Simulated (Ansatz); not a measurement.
# TiB2 in Ansatz: the effect of functional

The system is TiB2.

```
CELL_PARAMETERS angstrom
2.96736 0.00000 0.00000
-1.48368 2.56981 0.00000
0.00000 0.00000 3.16250
ATOMIC_POSITIONS crystal
Ti 0.00000 0.00000 0.00000
B 0.66667 0.33333 0.50000
B 0.33333 0.66667 0.50000
```

The cell isn't the ideal one: volume scaled by 0.94.

Alike in all runs:

- Program: Ansatz 0.2.0
- Task: single point
- Potentials or basis: Ansatz PAW
- k mesh: 10 × 10 × 8
- Occupations: fermi-dirac, width 0.05 eV
- Spin: no spin polarisation

```csv
functional,cutoff,pressure (GPa)
LDA,420 eV (not typed: the program's choice for these potentials),5.4
PBEsol,420 eV (not typed: the program's choice for these potentials),12.2
r2SCAN,500 eV (not typed: the program's choice for these potentials),?
```

Question: What does the run with functional r2SCAN give?

Answer: Pressure 16.9 GPa.

Caveats: the PAW data sets come from PBE, with cores solved anew for the run's functional, which leaves a small shift of forces and pressure.
